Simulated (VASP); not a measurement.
Here is a VASP 6.6.1 calculation.

File INCAR:

```
PREC     = Accurate       # precision mode
ENCUT    = 600            # plane-wave cutoff, eV
EDIFF    = 1E-7           # SCF threshold, eV
ISMEAR   = 0              # smearing method
SIGMA    = 0.03           # smearing width, eV
LREAL    = False          # projectors in reciprocal space
LASPH    = True           # aspherical terms in the spheres
NELM     = 80             # most SCF steps
ALGO     = Normal         # electronic algorithm
ISIF     = 3              # what is computed and relaxed
LWAVE    = False          # write WAVECAR
LCHARG   = False          # write CHGCAR
GGA      = PE             # functional
IVDW     = 12             # dispersion correction
IBRION   = 2              # ionic algorithm
NSW      = 90             # ionic steps
EDIFFG   = -0.005         # ionic threshold
KPAR     = 4
```

Contents of KPOINTS:

```
Automatic mesh
0
Gamma
  9 9 2
```

The input POSCAR:

```
Te2Mo                                   
1.0
    3.4956861272     -0.0000000000     -0.0000000000
   -1.7478430636      3.0273529941      0.0000000000
   -0.0000000000     -0.0000000000     13.6948504122
  Te              Mo            
     4     2
Direct
     0.3333333300000021    0.6666666699999979    0.6172431572599325
     0.6666666699999979    0.3333333300000021    0.1172431572599325
     0.3333333300000021    0.6666666699999979    0.8827568427400675
     0.6666666699999979    0.3333333300000021    0.3827568427400675
     0.3333333300000021    0.6666666699999979    0.2500000000000000
     0.6666666699999979    0.3333333300000021    0.7500000000000000
```

Potentials or basis: VASP PAW PBE potentials, release 64 (Te, Mo_sv).

Launch:

```sh
$ cat potpaw_PBE.64/Te/POTCAR potpaw_PBE.64/Mo_sv/POTCAR > POTCAR
$ mpirun -np 4 vasp_std > vasp.out
```

Question: What does it give for the band gap on the k mesh?

Answer: 0.67 eV, indirect (least direct gap 1.03 eV).

Question: Predict the dispersion energy per atom.

Answer: -0.554 eV.

Forces in eV/Å, atoms in the order of the input:
```
Te   0.000  0.000 -0.003
Te   0.000  0.000 -0.003
Te   0.000  0.000  0.003
Te   0.000  0.000  0.003
Mo   0.000  0.000  0.000
Mo   0.000  0.000  0.000
```

Caveat: the relaxation stopped at its first step, so nothing moved; spin-orbit coupling is left out, which moves the levels of the heavy elements; an odd mesh through Γ misses points on the zone boundary, where band edges often lie.
